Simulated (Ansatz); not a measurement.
## All-electron card of Re

```
CELL_PARAMETERS angstrom
1.38392 0.79901 6.69861
-1.38392 0.79901 6.69861
0.00000 -1.59802 6.69861
ATOMIC_POSITIONS crystal
Re 0.00000 0.00000 0.00000
Re 0.22217 0.22217 0.22217
Re 0.77783 0.77783 0.77783
```

Atoms are numbered in the order listed.

The conventional cell has a = 2.768 Å, b = 2.768 Å, c = 20.096 Å, α = 90.00°, β = 90.00°, γ = 120.00°. Re (atom 1) is surrounded by 12 Re at 2.75 to 2.77 Å. Re (atom 2) is surrounded by 12 Re at 2.74 to 2.77 Å.

Structure from Materials Project entry mp-975065 (possibly hypothetical), not relaxed further.

Spin polarisation is left out, and whether a magnetic state lies lower isn't shown here.

No spin–orbit coupling, which matters for the heavy atoms here.

The calculation used Ansatz 0.2.0, DFT, PBE, all-electron LAPW, scalar-relativistic.

Sampling and basis: a Γ-centred 15×15×15 k mesh, Fermi–Dirac smearing of 0.05 eV, basis error target 0.5 meV/atom, no spin polarisation.

```json
{
 "Band gap": "none: with an odd electron count and no spin polarisation the bands can't all be full, a metal in this set-up (spin order or a larger cell could open a gap)",
 "Pressure at this cell": "3.66 GPa",
 "Volume per atom": "100.0 bohr³"
}
```

Task: Largest force: what does the calculation give?

Result: 0.018 eV/Å on Re2.

Task: Give the computed value. Density of states at the Fermi level (0.2 eV bin).

Result: 2.53 states/eV per cell.

Task: Give the computed value. Stress xx, yy, zz (compression positive).

Result: 3.91, 3.91, 3.18 GPa.
